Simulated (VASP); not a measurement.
Input:

```
Li3N
1.0
    3.60973     0.00000     0.00000
   -1.80486     3.12612     0.00000
    0.00000     0.00000     3.85464
Li N
3 1
Direct
  0.00000   0.00000   0.50000
  0.33333   0.66667   0.00000
  0.66667   0.33333   0.00000
  0.00000   0.00000   0.00000
```

Level of theory: revPBE GGA, VASP's PBE PAW potentials (set 64) (plane waves; VASP). Run with 400 eV cut-off, 11×11×9 Γ-centred mesh, Gaussian smearing of 0.010 eV, potentials Li_sv N.

At this cut-off the stress carries a Pulay error, which pulls relaxed volumes low. Energy and stress use the plane-wave basis of the starting cell.

Question: The ions, cell shape and volume are relaxed. What does this cell relax into?

Answer: 
```
Li3N
1.0
    3.56841     0.00000     0.00000
   -1.78420     3.09033     0.00000
    0.00000     0.00000     3.79162
Li N
3 1
Direct
  0.00000   0.00000   0.50000
  0.33333   0.66667   0.00000
  0.66667   0.33333   0.00000
  0.00000   0.00000   0.00000
```
Space group P6/mmm (191), at a tolerance of 0.03 Å.

Question: How do energy and volume change from the first to the last step?

Answer: The energy (σ→0) changes by -5.0 meV/atom and the volume by -3.9 %, in 5 ionic steps.

The structure comes from a computed database's Li3N entry; how it stands against other phases isn't given here. This run relaxes it. Symmetry was kept, so distortions that lower it aren't found. The run is one of a series of settings (EDIFFG = -0.01, IBRION = 2, ISIF = 3, NSW = 50 against the base run), some of them coarse on purpose.
